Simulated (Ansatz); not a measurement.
GeTe (R3m), relaxed with HSE06 (Ansatz, a first-principles code, plane waves, PAW): a = b = 4.1775 Å, c = 11.0094 Å, α = β = 90.00°, γ = 120.00°.

gap (eV): 0.75
B₀ by P(V) fit (GPa): 33.2

**Question.** The same phase is relaxed and computed with PBE in the same code. What are the cell and these values now?

**Answer.** a = b = 4.227 Å, c = 10.941 Å, α = β = 90.00°, γ = 120.00°.

* **gap (eV)**: 0.56
* **B₀ by P(V) fit (GPa)**: 30.1

All cells were relaxed under the symmetry of their starts (and spin orders); stability against distortions was not tested throughout. Spin–orbit coupling is left out wherever it is not named.

Potentials: the later of the program's two PAW sets.

Ansatz is a plane-wave DFT program.
